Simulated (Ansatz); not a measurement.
# Pb: response to strain

Aim: deform Pb (z strained by -3 % at fixed volume) and compute stress, forces and field gradients with LAPW, PAW and all-electron datasets made for the crystal.

Computed with Ansatz 0.2.0 (DFT PBE, scalar-relativistic, unless a step's input says otherwise).

## Step 1: The starting structure

The structure is hexagonal, space group P6_3/mmc (No. 194). Conventional cell: a = 3.480 Å, b = 3.480 Å, c = 5.590 Å, α = 90.00°, β = 90.00°, γ = 120.00°. Pb (site symmetry -6m2) is surrounded by 12 Pb at 3.44 to 3.48 Å.

As a file:

```
Pb
1.0
     3.48000    0.00000    0.00000
    -1.74000    3.01377    0.00000
     0.00000    0.00000    5.59000
Pb
2
Direct
  0.33333 0.66667 0.25000
  0.66667 0.33333 0.75000
```

Atoms are numbered in the order of the input: Pb1, Pb2.

## Step 2: The deformed structure

Space group P6_3/mmc before, P6_3/mmc after.

## Step 3: All-electron LAPW

input.yaml reads:

```yaml
crystal:
  lattice:
    - [3.5334053558, 0.0, 0.0]
    - [-1.7667026779, 3.0600187999, 0.0]
    - [0.0, 0.0, 5.4223]
  atoms:
    - { symbol: Pb, position: [0.3333333333, 0.6666666667, 0.25] }
    - { symbol: Pb, position: [0.6666666667, 0.3333333333, 0.75] }
kpoints:
  mp_grid: { grid: [14, 14, 8] }
scf:
  occupations: { method: fermi_dirac, width: 0.08 }
hamiltonian:
  xc: pbe
  pseudopotentials: { kind: all_electron, lapw: { basis_error: 0.0005 } }
output:
  forces: true
  stress: true
  eigenvalues: true
```

Run with:

```
$ ansatz run input.yaml --threads 1 --pin off --max-ram 2048MiB --backend cpu --events-out ev --progress --plain --runs-dir out
```

## Step 4: PAW with frozen cores

input.yaml, as its differences from that of step 3:

```diff
@@ -14,3 +14,3 @@
   xc: pbe
-  pseudopotentials: { kind: all_electron, lapw: { basis_error: 0.0005 } }
+  pseudopotentials: { kind: paw }
 output:
@@ -19 +19,2 @@
   eigenvalues: true
+  efg: { contact_densities: true }
```

## Step 5: Datasets made for this crystal

input.yaml, as its differences from that of step 4:

```diff
@@ -14,3 +14,3 @@
   xc: pbe
-  pseudopotentials: { kind: paw }
+  pseudopotentials: { kind: all_electron, datasets: crystal }
 output:
```

(Steps that only read results are left out.)

Before running it: what results should come out? Wanted: pressure; largest shear or deviatoric stress.

As calculated:

| quantity | value |
| --- | --- |
| pressure | LAPW 4.36, PAW 4.35, crystal datasets 4.36 GPa |
| largest shear or deviatoric stress (LAPW) | 2.63 GPa |

**Reading.** The largest part of the stress beyond the pressure is 2.63 GPa in size, in the zz component; the atoms are carried along and not relaxed. No run of the undeformed cell stands beside it, so the pressure holds what the given cell had before the change. PAW: stress within 0.01 GPa of LAPW. Crystal datasets: stress within 0.01 GPa of LAPW. Spin-orbit coupling is left out, though the cell holds Pb; in elements this heavy it can shift bands and gaps by tenths of an eV.
